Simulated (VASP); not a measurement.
Set up this calculation in VASP 6.6.1, as the native input.

```
Task                   : relaxation of cell and atoms
Functional             : SCAN
Potentials or basis    : VASP PAW PBE potentials, release 64 (Ba_sv, Ti_sv, O)
Cutoff                 : 600 eV
k mesh                 : 7 × 7 × 7
Occupations            : gaussian, width 0.05 eV
Spin                   : no spin polarisation
Further INCAR settings : ALGO = Normal; EDIFF = 1e-07; IBRION = 2; EDIFFG = -0.01; NSW = 60; ISIF = 3
```

The structure of BaTiO3 lies in POSCAR:

```
BaTiO3
1.0
    4.0060000000      0.0000000000      0.0000000000
    0.0000000000      4.0060000000      0.0000000000
    0.0000000000      0.0000000000      4.0060000000
Ba Ti O
1 1 3
Direct
    0.5000000000      0.5000000000      0.5000000000
    0.0000000000      0.0000000000      0.0000000000
    0.0000000000      0.0000000000      0.5000000000
    0.0000000000      0.5000000000      0.0000000000
    0.5000000000      0.0000000000      0.0000000000
```

One way to write it, as run:

INCAR

```
SYSTEM = BaTiO3
ALGO = Normal ; EDIFF = 1E-7
EDIFFG = -0.01 ; ENCUT = 600
IBRION = 2 ; ISIF = 3
ISMEAR = 0 ; LASPH = .True.
LCHARG = .False. ; LMIXTAU = .True.
LREAL = .False. ; LWAVE = .False.
METAGGA = SCAN ; NELM = 80
NSW = 60 ; PREC = Accurate
SIGMA = 0.05
```

KPOINTS

```
k-points
0
Gamma
  7 7 7
  0 0 0
```

Potentials or basis: VASP PAW PBE potentials, release 64 (Ba_sv, Ti_sv, O).

Launch:

```sh
$ cat potpaw_PBE.64/Ba_sv/POTCAR potpaw_PBE.64/Ti_sv/POTCAR potpaw_PBE.64/O/POTCAR > POTCAR
$ mpirun -np 1 vasp_std > vasp.out
```

Results of the run:

The relaxed volume is 12.81 Å³/atom, the relaxed cell is a = 4.001 Å, b = 4.001 Å, c = 4.001 Å, α = 90.00°, β = 90.00°, γ = 90.00° and the space group after relaxing (to 0.05 Å) is Pm-3m (No. 221). The energy gained by relaxing is 0.1 meV/atom, the ionic steps are 3 and the pressure after relaxing is 0.1 GPa. The band gap on the k mesh is 2.21 eV, indirect (least direct gap 2.31 eV).

Caveat: the PAW data sets were made with another functional, which shifts forces and pressure a little; spin-orbit coupling is left out, which moves the levels of the heavy elements; an odd mesh through Γ misses points on the zone boundary, where band edges often lie.

It took 13 min on 1 thread of AMD EPYC 7R43 64-Core Processor (Zen 3) (shared host), peak memory 0.19 GiB.
